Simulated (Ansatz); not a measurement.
## A series in volume scale on BP

Periodic Kohn-Sham DFT of a crystal at fixed atoms, scaled to volume_scale times the given cell; pressure positive in compression, energy less spherical unpolarised free atoms, largest_vzz the field gradient of largest size among the nuclei. The results are calculated, by Ansatz 0.2.0.

The cell before it is scaled or strained (space group F-43m, No. 216):
```
cell vectors (Å)
   0.0000     2.2690     2.2690
   2.2690     0.0000     2.2690
   2.2690     2.2690     0.0000
atoms (fractions of the cell vectors)
B   0.00000  0.00000  0.00000
P   0.75000  0.75000  0.75000
```

Settings of every row: method frozen-core PAW; functional PBE; relativity scalar; k mesh 15x15x15; filling fermi-dirac; smearing width 0.05 eV; wave cutoff 420 eV; paw set soft_2.

Atom start moment: 0 on all atoms.

| row | volume scale | V (Å³/atom) | pressure (GPa) |
| --- | --- | --- | --- |
| 1 | 0.94 | 10.981 | 12.683 |
| 2 | 0.96 | 11.214 | 8.457 |
| 3 | 0.98 | 11.448 | 4.618 |
| 4 | 0.99 | 11.565 | 2.832 |
| 5 | 1 | 11.682 | 1.129 |
| 6 | 1.01 | 11.798 | -0.494 |
| 7 | 1.02 | 11.915 | -2.042 |
| 8 | 1.04 | 12.149 | ? |
| 9 | 1.06 | 12.383 | -7.543 |

Question: what pressure should row 8 give?

Worked fit of pressure. Take u = (V_r/V)^(2/3) − 1 with V_r = 11.623 Å³ an atom, which is twice the finite (Eulerian) strain; such expansions in the strain, on which the Birch-Murnaghan equation of state is built, carry the rest volume and the bulk modulus. The shown rows have u = 0.03861, 0.02417, 0.01017, 0.00334, -0.00337, -0.00991, -0.01641, -0.04135. Least squares give pressure = 1.9726 + 254.466 × u + 589.8 × u² GPa; a straight line predicts inner rows, each left out in turn, worse (root mean square 0.28 against 0.0076 GPa). The rows lie off it by 0.006, -0.011, -0.004, 0.003, 0.007, -0.003, 0.002, -0.002 (root mean square 0.0056 GPa). The pressure vanishes at u = -0.0079, or V = 11.76 Å³ an atom, and there the bulk modulus at fixed shape and fractions is B = −V dP/dV = (2/3)(1 + u) dP/du = 162 GPa. The withheld row has u = -0.02908, so the fit gives 1.9726 + 254.466 × (-0.02908) + 589.8 × (-0.02908)² = -4.929 GPa.

The calculation gave -4.923 GPa. The fit lies 0.006 GPa (0.03 % of the column's range) below it; its largest miss of a shown row is 0.011 GPa.
